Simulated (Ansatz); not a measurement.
Relaxed GeTe (alpha-GeTe type, space group R3m):

```xyz
4
Lattice="4.2266 2.4402 7.2798 0.0000 2.4402 7.2798 0.0000 -2.4402 3.6399" Properties=species:S:1:pos:R:3 pbc="T T T"
Ge     4.2266     2.4402     9.8376
Ge     2.1133     1.2201     6.1977
Te     4.2266     2.4402    15.6418
Te     2.1133     1.2201    12.0019
```

A phonon eigenvector at F = (0.5, 0.5, 0.0) is frozen into this cell: atom i moves by Q times the vector below, so Q is the largest atomic displacement, in Å. The cell is held. (q is in reciprocal vectors of the primitive cell; the cell shown is doubled to hold the pattern.)

```
atom      x       y       z
----  -----  ------  ------
Ge1   0.000  -0.580   0.769
Ge2   0.000   0.580  -0.769
Te3   0.000   0.410  -0.912
Te4   0.000  -0.410   0.912
```

The numbers are results of PBE (plane waves to 420 eV, PAW, scalar-relativistic; Ansatz, a quantum-chemistry and plane-wave program), not measurements. k mesh 10×10×10 (Γ-centred), Fermi-Dirac smearing 0.05 eV. GeTe was relaxed with its symmetry unable to fall. Spin-orbit coupling is left out, though Te is heavy.

At one point of the scan the forces (eV/Å) are:

```json
[
 {"atom": "Ge1", "Fx": "0.000", "Fy": "-0.176", "Fz": "0.164"},
 {"atom": "Ge2", "Fx": "0.000", "Fy": "0.052", "Fz": "-0.165"},
 {"atom": "Te3", "Fx": "0.000", "Fy": "0.221", "Fz": "-0.354"},
 {"atom": "Te4", "Fx": "0.000", "Fy": "-0.097", "Fz": "0.355"}
]
```

Q: Which point is it?
(A) Q = -0.140 Å
(B) Q = -0.280 Å
(C) Q = -0.093 Å
(D) Q = -0.047 Å

A: B, Q = -0.280 Å

(For displaced atoms, the force is minus the slope of the energy, and its curvature is a force constant, which sets phonon frequencies.)
